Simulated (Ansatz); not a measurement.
**Cu2O (Cuprite): band structure with PBE**

**Experimental background.**

“Importance of surface oxygen vacancies for ultrafast hot carrier relaxation and transport in Cu2O”, 2021, arxiv:2103.03167 quotes, for a bulk crystal of Cu2O: band gap 2.17 eV (direct).

Crystal: Cu2O (Cuprite).

```xyz
6
Lattice="4.2600 0.0000 0.0000 0.0000 4.2600 0.0000 0.0000 0.0000 4.2600" Properties=species:S:1:pos:R:3 pbc="T T T"
Cu    3.1950    1.0650    3.1950
Cu    3.1950    3.1950    1.0650
Cu    1.0650    3.1950    3.1950
Cu    1.0650    1.0650    1.0650
O     2.1300    2.1300    2.1300
O     0.0000    0.0000    0.0000
```

- Program: Ansatz 0.2.0
- Task: band structure
- Functional: PBE
- Potentials or basis: Ansatz PAW
- Cutoff: 420 eV (not typed: the program's choice for these potentials)
- k mesh: 6 × 6 × 6
- Occupations: fermi-dirac, width 0.05 eV
- Spin: no spin polarisation
- Path: [["G", "X", "M", "G", "R", "X"], ["M", "R"]]
- Points for each segment of the path: 14

The pressure is 3.2 GPa, the band gap on the k mesh is 0.53 eV, direct and the band gap along the path is 0.53 eV, direct.

Levels at the corners of the path, in eV from the valence-band top:
| point | band 40 | band 41 | band 42 | band 43 | band 44 | band 45 | band 46 | band 47 | band 48 | band 49 |
| --- | --- | --- | --- | --- | --- | --- | --- | --- | --- | --- |
| Γ | -1.55 | -1.55 | 0.00 | 0.00 | 0.00 | 0.53 | 1.21 | 1.21 | 7.91 | 7.91 |
| X | -1.67 | -1.20 | -1.20 | -0.39 | -0.39 | 2.25 | 2.25 | 4.21 | 4.21 | 7.39 |
| M | -1.48 | -1.21 | -1.21 | -0.66 | -0.66 | 1.90 | 1.90 | 3.83 | 3.83 | 6.79 |
| Γ | -1.55 | -1.55 | 0.00 | 0.00 | 0.00 | 0.53 | 1.21 | 1.21 | 7.91 | 7.91 |
| R | -1.61 | -0.99 | -0.57 | -0.57 | -0.57 | 2.42 | 2.42 | 2.42 | 4.87 | 4.87 |
| X | -1.67 | -1.20 | -1.20 | -0.39 | -0.39 | 2.25 | 2.25 | 4.21 | 4.21 | 7.39 |
| M | -1.48 | -1.21 | -1.21 | -0.66 | -0.66 | 1.90 | 1.90 | 3.83 | 3.83 | 6.79 |
| R | -1.61 | -0.99 | -0.57 | -0.57 | -0.57 | 2.42 | 2.42 | 2.42 | 4.87 | 4.87 |

Wall time 5.2 s on 2 threads of Intel(R) Xeon(R) Platinum 8375C CPU @ 2.90GHz (Ice Lake), with other jobs on the host, peak memory 0.53 GiB.

A measured gap of Cu2O is 2.17 eV (direct; quoted in “Importance of surface oxygen vacancies for ultrafast hot carrier relaxation and transport in Cu2O”, 2021, arxiv:2103.03167); the calculated 0.53 eV misses it by -1.64 eV. So large a miss can be the level of theory's own, or it may mean another phase, state or a wrong row. The value is that of PBE, without temperature or zero-point motion. Semilocal functionals fall short of measured gaps as a rule.

Caveat: the pressure holds a Pulay correction of +0.4 GPa for the finite cutoff.
